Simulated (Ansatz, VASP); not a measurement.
# RbBr: VASP beside Ansatz

```xyz
2
Lattice="3.7806 0.0000 0.0000 0.0000 3.7806 0.0000 0.0000 0.0000 4.9147" Properties=species:S:1:pos:R:3 pbc="T T T"
Rb    0.0000    0.0000    0.0000
Br    1.8903    1.8903    2.4574
```

Alike in both runs: task single point; functional PBE; k mesh 6 × 6 × 6; occupations gaussian, width 0.05 eV; no spin polarisation.

```csv
,VASP,Ansatz
version,VASP 6.6.1,Ansatz 0.2.0
potentials or method,"VASP PAW PBE potentials, release 64 (Rb_sv, Br)","scalar-relativistic, plane waves, PAW"
plane-wave cutoff (eV),520,420
valence electrons in the cell,16,16
```

```tsv
	VASP	Ansatz	Ansatz less VASP
gap on the k mesh at the Fermi level (eV)	2.71	2.71	+0.002
least direct gap on the mesh (eV)	2.92	2.92	+0.002
pressure (GPa)	0.8	0.8	-0.03
largest component of the traceless stress (GPa)	5.71	5.71	-0.001
```

The functional is the same, so the differences come from potentials, cutoffs and numerics.

A k mesh can miss the band edges. Expect the measured gap to be larger: semilocal functionals such as PBE lack the derivative discontinuity.
